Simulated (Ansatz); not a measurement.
Input for Ansatz (plane-wave DFT, PAW):

```yaml
crystal:
  lattice:
    - [3.55801933, 0.0, 0.0]
    - [0.0, 3.55801933, 0.0]
    - [0.0, 0.0, 5.17186121]
  atoms:
    - { symbol: Hf, position: [0.5, 0.5, 0.5] }
    - { symbol: Hf, position: [0.0, 0.0, 0.0] }
    - { symbol: O, position: [0.0, 0.5, 0.69720788] }
    - { symbol: O, position: [0.5, 0.0, 0.80279212] }
    - { symbol: O, position: [0.5, 0.0, 0.30279212] }
    - { symbol: O, position: [0.0, 0.5, 0.19720788] }
basis:
  ecutwfc: 420
kpoints:
  mp_grid: { grid: [6, 6, 6] }
hamiltonian:
  xc: pbe
scf:
  occupations: { method: gaussian, width: 0.02 }
output:
  forces: true
  stress: true
  eigenvalues: true
  populations: true
```

Run as
```bash
ansatz run input.yaml --threads 1 --pin off --max-ram 2560MiB --backend cpu --events-out ev --progress --plain --runs-dir out
```

Level of theory: Ansatz 0.2.0, DFT PBE, scalar-relativistic, plane waves, PAW.

From the run's log, abridged:

```
Pseudopotentials: kind: paw
Pseudopotential: Hf, paw, valence charge 26, recommended cutoff 420 eV (normal)
Pseudopotential: O, paw, valence charge 6, recommended cutoff 420 eV (normal)
Functional definition: PBE
Crystal: 6 atoms, lattice volume = 65.473 Å³
Basis set: ecut = 420 eV, 1277 PW (Γ), exchange–correlation on 48×48×72 points (8 copies of the dense FFT grid, shifted against one another)
Bands: 46, of which v1, the nominal top of the filled ones, is band 38 counted from 1 (37 counted from 0)
Symmetry: 16 space group operations
Space group: P42/nmc (ITA 137), of the structure as read, at distance tolerance 4.0e-5 Å
k-points: 40 of 216
Initial density: superposition of atomic densities (neutral atoms: chi_scale 0, normalization atom), corrected by the library's trained network
Initial wavefunctions: pseudopotential atomic-orbital guess
Functional: x = pbe(κ = 0.804, μ = 0.21951497), c = pbe(β = 0.06672455)
SCF iter   1: F=—  HF=-33722.957412 eV  |F-HF|=—  |Δ(HF+E_count)|=         —  Δρ=3.41e-3  dr2=1.98e-3  ethr=1.77e-3  ⟨swp⟩=6.1  Hψ=5859  notcnv=0
SCF iter   2: F=—  HF=-33722.958483 eV  |F-HF|=—  |Δ(HF+E_count)|=   1.07e-3  Δρ=1.84e-3  dr2=7.29e-4  ethr=2.61e-6  ⟨swp⟩=2.2  Hψ=3740  notcnv=0  defer=52
SCF iter   3: F=—  HF=-33722.958940 eV  |F-HF|=—  |Δ(HF+E_count)|=   4.57e-4  Δρ=4.93e-4  dr2=1.33e-4  ethr=9.59e-7  ⟨swp⟩=2.0  Hψ=2955  notcnv=0  defer=52
SCF iter   4: F=—  HF=-33722.958908 eV  |F-HF|=—  |Δ(HF+E_count)|=   3.18e-5  Δρ=1.67e-4  dr2=1.77e-5  ethr=1.75e-7  ⟨swp⟩=2.0  Hψ=2886  notcnv=0  defer=52
SCF iter   5: F=—  HF=-33722.958726 eV  |F-HF|=—  |Δ(HF+E_count)|=   1.82e-4  Δρ=8.26e-5  dr2=4.65e-6  ethr=2.32e-8  ⟨swp⟩=2.0  Hψ=2706  notcnv=0  defer=52
SCF iter   6: F=—  HF=-33722.958729 eV  |F-HF|=—  |Δ(HF+E_count)|=   2.87e-6  Δρ=2.87e-5  dr2=7.08e-7  ethr=6.12e-9  ⟨swp⟩=2.0  Hψ=2759  notcnv=0  defer=52
SCF iter   7: F=-33722.958730 eV  HF=-33722.958730 eV  |F-HF|=1.14e-7  |Δ(HF+E_count)|=   6.65e-7  Δρ=1.49e-5  dr2=9.02e-8  ethr=1.32e-10  ⟨swp⟩=7.6  Hψ=8948  notcnv=0
SCF 1 converged in 7 iterations: F = -33722.958730 eV  dr2 = 9.02e-8
SCF converged after 7 iterations
Free energy (F): -33722.958730 eV
Harris-Foulkes:  -33722.958730 eV  (|F-HF|=1.14e-7)
Internal energy: -33722.958730 eV  (E = F + TS)
E sigma→0 (E₀):  -33722.958730 eV
Fermi energy:    17.590610 eV
--- Per-component energies (eV) ---
  E_band       = 100.382081
  E_kinetic    = 1549.261063
  E_local      = -11583.077996  (includes V_loc(G=0)·N_el)
  E_nonlocal   = -2293.286741
  E_hartree    = 5316.548282
  E_xc         = -897.071056
  E_vxc        = -911.654636  (∫ρ·V_xc dr)
  E_paw        = -14487.573383  (= ΣΔE_a)
  E_vpaw       = 2706.054650  (= ΣTr[D̂ρ^β])
  E_aug_tail   = 0.010097  (compensation charges beyond the density's cutoff)
  E_ewald      = -11327.768996
  E_smearing   =  0.000000  (= −TS)
--- Forces (eV/Å), atoms counted from 1 ---
  atom   1  Hf     0.00000000     0.00000000     0.00000000
  atom   2  Hf     0.00000000     0.00000000     0.00000000
  atom   3  O      0.00000000     0.00000000     0.14019216
  atom   4  O      0.00000000     0.00000000    -0.14019216
  atom   5  O      0.00000000     0.00000000    -0.14019216
  atom   6  O      0.00000000     0.00000000     0.14019216
--- Stress (GPa, compression-positive) ---
       10.315834       0.000000       0.000000
        0.000000      10.315834       0.000000
        0.000000       0.000000       9.397425
  P = ⅓ Tr σ = 10.0097 GPa (100.097 kbar)
--- Band table (eV; the first three rows and the last of 40) ---
  k-point 0: bands = ["-44.9281", "-44.9109", "-14.0151", "-13.6338", "-13.6338", "-13.5699", "-13.5196", "-13.5196", "-2.8969", "-1.2802", "-0.9225", "-0.4474", "5.2032", "5.2032", "5.2094", "5.2172", "5.2172", "5.2374", "5.2378", "5.2461", "5.2461", "5.2635", "5.2658", "5.2658", "5.2743", "5.4348", "9.8544", "10.4179", "10.6247", "10.6247", "12.5769", "12.5769", "13.8944", "13.8944", "14.5269", "15.0831", "15.1360", "15.1360", "19.9760", "19.9917", "21.2263", "21.4488", "21.7579", "22.8465", "24.3594", "24.3594"]
  k-point 1: bands = ["-44.9270", "-44.9121", "-13.9878", "-13.6263", "-13.6263", "-13.6025", "-13.5273", "-13.5273", "-2.7810", "-1.2268", "-1.0873", "-0.4958", "5.2043", "5.2043", "5.2091", "5.2182", "5.2182", "5.2391", "5.2452", "5.2452", "5.2480", "5.2617", "5.2639", "5.2643", "5.2643", "5.4152", "10.1050", "10.6898", "10.6998", "10.6998", "12.3056", "12.3056", "14.0858", "14.1157", "14.1157", "14.6608", "15.1537", "15.1537", "20.0732", "20.1265", "21.2236", "21.3297", "22.1184", "23.2777", "24.4010", "24.4010"]
  k-point 2: bands = ["-44.9238", "-44.9152", "-13.9114", "-13.6894", "-13.6056", "-13.6056", "-13.5482", "-13.5482", "-2.4575", "-1.4939", "-1.0774", "-0.6484", "5.2071", "5.2071", "5.2125", "5.2199", "5.2199", "5.2422", "5.2438", "5.2438", "5.2438", "5.2568", "5.2606", "5.2606", "5.2753", "5.3683", "10.8118", "10.9177", "10.9177", "11.4356", "11.8129", "11.8129", "13.0421", "13.6625", "14.4410", "14.4410", "15.1884", "15.1884", "20.3052", "20.5168", "21.0246", "21.1960", "22.9099", "24.2360", "24.5475", "24.5475"]
  k-point 39: bands = ["-44.9082", "-44.9082", "-13.8753", "-13.8753", "-13.8753", "-13.8753", "-13.6772", "-13.6772", "-0.9036", "-0.9036", "-0.9036", "-0.9036", "5.1944", "5.1944", "5.2107", "5.2107", "5.2208", "5.2208", "5.2208", "5.2208", "5.2247", "5.2247", "5.2739", "5.2739", "5.2739", "5.2739", "10.6915", "10.6915", "10.7472", "10.7472", "13.3079", "13.3079", "13.3079", "13.3079", "13.7785", "13.7785", "15.1918", "15.1918", "21.2336", "21.2336", "21.5535", "21.5535", "22.6901", "22.6901", "22.6901", "22.6901"]
--- Löwdin populations: 6 sites ---
  site symbol q [e]
     0     Hf     24.5775
     1     Hf     24.5775
     2      O      6.6656
     3      O      6.6656
     4      O      6.6656
     5      O      6.6656
  spilling = 0.002401 (of n_electrons = 76.000000)
```

The run converged.

The run took 9.1 s on 1 thread of Intel(R) Xeon(R) Platinum 8375C CPU @ 2.90GHz (Ice Lake) (shared host), peak memory 0.44 GiB.

Spin–orbit coupling is left out, which can shift energies with elements as heavy as these.